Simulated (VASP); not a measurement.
# KCl (F-43m) in VASP: electric field gradients with PBE

Aim: the electric field gradients of KCl with PBE.

All numbers are computed with VASP 6.6.1; they aren't measurements. Logs are shortened: lines on timing, memory, paths and dates and some standing lists are left out, and cuts for length are marked.

## (1) The cell of the first run

Symmetry: F-43m, No. 216, cubic system. Conventional cell: a = 7.013 Å, b = 7.013 Å, c = 7.013 Å, α = 90.00°, β = 90.00°, γ = 90.00°. K (site symmetry -43m) is surrounded by 4 Cl at 3.04 Å. Cl (site symmetry -43m) has 4 K at 3.04 Å as nearest neighbours.

Measurements of this composition are mostly on another form, of space group No. 225.

## (2) Electric field gradients, PBE (volume scaled by 0.98)

INCAR reads:

```
PREC = Accurate
ENCUT = 520
EDIFF = 1E-8
ISMEAR = -1
SIGMA = 0.03
LREAL = False
LASPH = True
NELM = 100
ALGO = Fast
ISIF = 2
LWAVE = False
LCHARG = False
GGA = PE
LEFG = True
NBANDS = 15
```

KPOINTS reads:

```
regular mesh
0
Gamma
  11 11 11
```

POSCAR reads:

```
KCl
1.0
    0.0000000000      3.5066747364      3.5066747364
    3.5066747364      0.0000000000      3.5066747364
    3.5066747364      3.5066747364      0.0000000000
K Cl
1 1
Direct
    0.0000000000      0.0000000000      0.0000000000
    0.2500000000      0.2500000000      0.2500000000
```

Potentials or basis: VASP PAW PBE potentials, release 64 (K_sv, Cl).

The run is started by

```bash
$ cat potpaw_PBE.64/K_sv/POTCAR potpaw_PBE.64/Cl/POTCAR > POTCAR
$ mpirun -np 1 vasp_std > vasp.out
```

OUTCAR:

```text
PREC = Accurate
   ENCUT = 520
   EDIFF = 1E-8
   ISMEAR = -1
   LREAL = False
   LASPH = True
   NELM = 100
   ISIF = 2
   GGA = PE

 ion  position               nearest neighbor table
   1  0.000  0.000  0.000-   2 3.04   2 3.04   2 3.04   2 3.04
   2  0.250  0.250  0.250-   1 3.04   1 3.04   1 3.04   1 3.04

  LATTYP: Found a face centered cubic cell.
 ALAT       =     7.0133494728

  Lattice vectors:

 A1 = (   0.0000000000,   3.5066747364,   3.5066747364)
 A2 = (   3.5066747364,   0.0000000000,   3.5066747364)
 A3 = (   3.5066747364,   3.5066747364,   0.0000000000)

Analysis of symmetry for initial positions (statically):
=====================================================================
 Subroutine PRICEL returns:
 Original cell was already a primitive cell.

 Routine SETGRP: Setting up the symmetry group for a
 face centered cubic supercell.

 Subroutine GETGRP returns: Found 24 space group operations
 (whereof 24 operations were pure point group operations)
 out of a pool of 48 trial point group operations.

The static configuration has the point symmetry T_d .

Analysis of symmetry for dynamics (positions and initial velocities):
=====================================================================
 Subroutine PRICEL returns:
 Original cell was already a primitive cell.

 Routine SETGRP: Setting up the symmetry group for a
 face centered cubic supercell.

 Subroutine GETGRP returns: Found 24 space group operations
 (whereof 24 operations were pure point group operations)
 out of a pool of 48 trial point group operations.

The dynamic configuration has the point symmetry T_d .

 Subroutine INISYM returns: Found 24 space group operations
 (whereof 24 operations are pure point group operations),
 and found     1 'primitive' translations

----------------------------------------------------------------------------------------

                                     Primitive cell

  volume of cell :      86.2415

  direct lattice vectors                    reciprocal lattice vectors
     0.000000000  3.506674736  3.506674736    -0.142585223  0.142585223  0.142585223
     3.506674736  0.000000000  3.506674736     0.142585223 -0.142585223  0.142585223
     3.506674736  3.506674736  0.000000000     0.142585223  0.142585223 -0.142585223

  length of vectors
     4.959186971  4.959186971  4.959186971     0.246964851  0.246964851  0.246964851

  position of ions in fractional coordinates (direct lattice)
     0.000000000  0.000000000  0.000000000
     0.250000000  0.250000000  0.250000000

  ion indices of the primitive-cell ions
   primitive index   ion index
                 1           1
                 2           2

----------------------------------------------------------------------------------------

 KPOINTS: regular mesh

Automatic generation of k-mesh.
 Grid dimensions read from file:
 generate k-points for:   11   11   11

 Generating k-lattice:

  Cartesian coordinates                     Fractional coordinates (reciprocal lattice)
    -0.012962293  0.012962293  0.012962293     0.090909091  0.000000000  0.000000000
     0.012962293 -0.012962293  0.012962293     0.000000000  0.090909091  0.000000000
     0.012962293  0.012962293 -0.012962293     0.000000000  0.000000000  0.090909091

  Length of vectors
     0.022451350  0.022451350  0.022451350

  Shift w.r.t. Gamma in fractional coordinates (k-lattice)
     0.000000000  0.000000000  0.000000000

 Subroutine IBZKPT returns following result:
 ===========================================

 Found     56 irreducible k-points:

 Following reciprocal coordinates:
            Coordinates               Weight
  0.000000  0.000000  0.000000      1.000000
  0.090909  0.000000  0.000000      8.000000
  0.181818  0.000000  0.000000      8.000000
  0.272727  0.000000  0.000000      8.000000
  0.363636  0.000000  0.000000      8.000000
  0.454545  0.000000  0.000000      8.000000
[... 16 lines left out ...]
 -0.272727  0.181818  0.000000     24.000000
 -0.181818  0.181818  0.000000     12.000000
 [... further k-points ...]
   k-points           NKPTS =     56   k-points in BZ     NKDIM =     56   number of bands    NBANDS=     15
   number of dos      NEDOS =    301   number of ions     NIONS =      2
   total plane-waves  NPLWV =  64000
   dimension x,y,z NGX =    40 NGY =   40 NGZ =   40
   dimension x,y,z NGXF=    80 NGYF=   80 NGZF=   80
   ions per type =               1   1
   NGX,Y,Z   is equivalent  to a cutoff of  13.41, 13.41, 13.41 a.u.
   NGXF,Y,Z  is equivalent  to a cutoff of  26.82, 26.82, 26.82 a.u.
 SYSTEM =  unknown system
   PREC   = accura    normal or accurate (medium, high low for compatibility)
   ISTART =      0    job   : 0-new  1-cont  2-samecut
   ICHARG =      2    charge: 1-file 2-atom 10-const
   ISPIN  =      1    spin polarized calculation?
   LNONCOLLINEAR =      F non collinear calculations
   LSORBIT =      F    spin-orbit coupling
   LASPH  =      T    aspherical Exc in radial PAW
   ENCUT  =  520.0 eV  38.22 Ry    6.18 a.u.   9.22  9.22  9.22*2*pi/ulx,y,z
   NELM   =    100;   NELMIN=  2; NELMDL= -5     # of ELM steps
   EDIFF  = 0.1E-07   stopping-criterion for ELM
   LREAL  =      F    real-space projection
   EDIFFG = 0.1E-06   stopping-criterion for IOM
   NSW    =      0    number of steps for IOM
   IBRION =     -1    ionic relax: 0-MD 1-quasi-New 2-CG
   NFREE  =      0    steps in history (QN), initial steepest desc. (CG)
   ISIF   =      2    stress and relaxation
   ISYM   =      2    0-nonsym 1-usesym 2-fastsym
   POTIM  = 0.5000    time-step for ionic-motion
   TEBEG  =    0.0;   TEEND  =   0.0 temperature during run
   PSTRESS=    0.0 pullay stress
   NELECT =      16.0000    total number of electrons
   NUPDOWN=      -1.0000    fix difference up-down
   EMIN   =  10.00;   EMAX   =-10.00  energy-range for DOS
   EFERMI =   0.00;   METHOD = LEGACY
   ISMEAR =    -1;   SIGMA  =   0.03  broadening in eV -4-tet -1-fermi 0-gaus
   EFERMI_NEDOS =   21; number of points for ismear=-14 and -15
   IALGO  =     68    algorithm
   IMIX   =      4    mixing-type and parameters
     AMIX     =   0.40;   BMIX     =  1.00
     AMIX_MAG =   1.60;   BMIX_MAG =  1.00
  volume/ion in A,a.u.               =      43.12       290.99
  Fermi-wavevector in a.u.,A,eV,Ry     =   0.933704  1.764445 11.861609  0.871804
  Thomas-Fermi vector in A             =   2.060433
   LORBIT       =      0    0 simple, 1 ext, 2 COOP (PROOUT), +10 PAW based schemes
   GGA     = PE    functional components
   LHFCALC =     F    Hartree Fock is set to
   AEXX    =    0.0000 exact exchange contribution
   IVDW    =     0    specifies the selected vdW correction
   LEPSILON=     F    determine dielectric tensor
   LRPA    =     F    only Hartree local field effects (RPA)
 non-spin polarized calculation
 RMM-DIIS sequential band-by-band and
  energy-cutoff  :      520.00
  volume of cell :       86.24
 maximum number of plane-waves:      2333
 NGX is ok and might be reduce to    40

 number of electron      16.0000000 magnetization

 Free energy of the ion-electron system (eV)
  ---------------------------------------------------
  ext. energy  EPLUGINS =         0.00000000
  ---------------------------------------------------
  free energy    TOTEN  =        -6.61852809 eV

  energy without entropy =       -6.61852809  energy(sigma->0) =       -6.61852809

 E-fermi :  -2.4402     XC(G=0):  -6.1199

 val. band max:       -3.2084224491   @ k =  -0.4545   0.4545   0.0000
 cond. band min:       1.5671089515   @ k =   0.0000   0.0000   0.0000
 fundamental gap:      4.7755314006
 Fermi energy:        -2.4402011084

 k-point     1 :       0.0000    0.0000    0.0000
  band No.  band energies     occupation
      1     -30.4513      2.00000
      2     -14.9540      2.00000
      3     -13.9475      2.00000
      4     -13.9475      2.00000
      5     -13.9475      2.00000
      6      -3.2470      2.00000
      7      -3.2470      2.00000
      8      -3.2470      2.00000
      9       1.5671      0.00000
     10       6.1602      0.00000
     11       6.1602      0.00000
     12       7.1565      0.00000
     13       7.1565      0.00000
     14       7.1565      0.00000
     15       8.2290      0.00000

 k-point     2 :       0.0909    0.0000    0.0000
  band No.  band energies     occupation
      1     -30.4511      2.00000
      2     -14.9716      2.00000
      3     -13.9483      2.00000
      4     -13.9483      2.00000
      5     -13.9283      2.00000
      6      -3.2789      2.00000
      7      -3.2445      2.00000
      8      -3.2445      2.00000
      9       1.7018      0.00000
     10       6.0460      0.00000
     11       6.0460      0.00000
     12       7.0617      0.00000
     13       7.3344      0.00000
     14       7.3344      0.00000
     15       7.9022      0.00000

 k-point     3 :       0.1818    0.0000    0.0000
  band No.  band energies     occupation
      1     -30.4505      2.00000
      2     -15.0156      2.00000
      3     -13.9505      2.00000
      4     -13.9505      2.00000
      5     -13.8801      2.00000
      6      -3.3566      2.00000
      7      -3.2381      2.00000
      8      -3.2381      2.00000
      9       2.0725      0.00000
     10       5.8679      0.00000
     11       5.8679      0.00000
     12       6.7281      0.00000
     13       7.3354      0.00000
     14       7.5710      0.00000
     15       7.5710      0.00000
[... 343 lines left out ...]
 k-point    23 :      -0.2727    0.1818    0.0000
  band No.  band energies     occupation
      1     -30.4487      2.00000
      2     -15.1219      2.00000
      3     -13.9718      2.00000
      4     -13.9562      2.00000
      5     -13.7481      2.00000
      6      -3.4693      2.00000
      7      -3.2847      2.00000
      8      -3.2186      2.00000
      9       3.2579      0.00000
     10       5.1404      0.00000
     11       5.5330      0.00000
     12       5.8727      0.00000
     13       7.4838      0.00000
     14       7.6732      0.00000
     15       7.6764      0.00000

 k-point    24 :      -0.1818    0.1818    0.0000
  band No.  band energies     occupation
      1     -30.4494      2.00000
      2     -15.0834      2.00000
      3     -13.9648      2.00000
      4     -13.9530      2.00000
      5     -13.7962      2.00000
      6      -3.4370      2.00000
      7      -3.2629      2.00000
      8      -3.2254      2.00000
      9       2.7629      0.00000
     10       5.5057      0.00000
     11       5.5084      0.00000
     12       6.2819      0.00000
     13       7.4349      0.00000
     14       7.5939      0.00000
     15       8.0841      0.00000

 [... further k-points ...]
[... 5 lines left out ...]
  --------------------------------------------------------------------------------------
  -------------------------------------------------------------------------------------
  Total        0.1609860      0.1609860      0.1609860     -0.0000000      0.0000000     -0.0000000
  in kB        2.9907638      2.9907638      2.9907638     -0.0000000      0.0000000     -0.0000000
  external PRESSURE =       2.9907638 kB  Pullay stress =       0.0000000 kB

 VOLUME and BASIS-vectors are now :
 -----------------------------------------------------------------------------
  energy-cutoff  :      520.00
  volume of cell :       86.24
      direct lattice vectors                 reciprocal lattice vectors
     0.000000000  3.506674736  3.506674736    -0.142585223  0.142585223  0.142585223
     3.506674736  0.000000000  3.506674736     0.142585223 -0.142585223  0.142585223
     3.506674736  3.506674736  0.000000000     0.142585223  0.142585223 -0.142585223

 POSITION                                       TOTAL-FORCE (eV/Angst)
 -----------------------------------------------------------------------------------
      0.00000      0.00000      0.00000        -0.000000     -0.000000      0.000000
      1.75334      1.75334      1.75334         0.000000      0.000000     -0.000000
 -----------------------------------------------------------------------------------
    total drift:                               -0.000000     -0.000000     -0.000000

  FREE ENERGIE OF THE ION-ELECTRON SYSTEM (eV)
  ---------------------------------------------------
  free  energy   TOTEN  =        -6.6185280902 eV

  energy  without entropy=       -6.6185280902  energy(sigma->0) =       -6.61852809

 Electric field gradients (V/A^2)
---------------------------------------------------------------------
 ion       V_xx      V_yy      V_zz      V_xy      V_xz      V_yz
---------------------------------------------------------------------
   1      -0.000    -0.000    -0.000    -0.000    -0.000    -0.000
   2       0.000     0.000    -0.000     0.000     0.000     0.000
---------------------------------------------------------------------

 Electric field gradients after diagonalization (V/A^2)
 (convention: |V_zz| > |V_xx| > |V_yy|)
----------------------------------------------------------------------
 ion       V_xx      V_yy      V_zz     asymmetry (V_yy - V_xx)/ V_zz
----------------------------------------------------------------------
   1       0.000     0.000    -0.001       0.000
   2      -0.000    -0.000     0.000       0.000
----------------------------------------------------------------------

           NMR quadrupolar parameters

 Cq : quadrupolar parameter    Cq=e*Q*V_zz/h
 eta: asymmetry parameters     (V_yy - V_xx)/ V_zz
 Q  : nuclear electric quadrupole moment in mb (millibarn)
----------------------------------------------------------------------
 ion       Cq(MHz)       eta       Q (mb)
----------------------------------------------------------------------
   1      -0.000       0.000       1.000
   2       0.000       0.000       1.000
----------------------------------------------------------------------
```

Run time: 2.8 min. Hardware: 1 thread of Intel Xeon Platinum 8488C (Sapphire Rapids), shared host; peak memory 0.27 GiB.

What came out:

```yaml
Free_energy: -6.6185 eV
Pressure: 0.3 GPa
Band_gap_on_the_k_mesh: 4.78 eV, indirect (least direct gap 4.81 eV)
```

Electric field gradients, principal values (V/Å²):
```csv
atom,Vxx,Vyy,Vzz
1 K,0.000,0.000,-0.001
2 Cl,0.000,0.000,0.000
```

Caveat: an odd mesh through Γ misses points on the zone boundary, where band edges often lie.
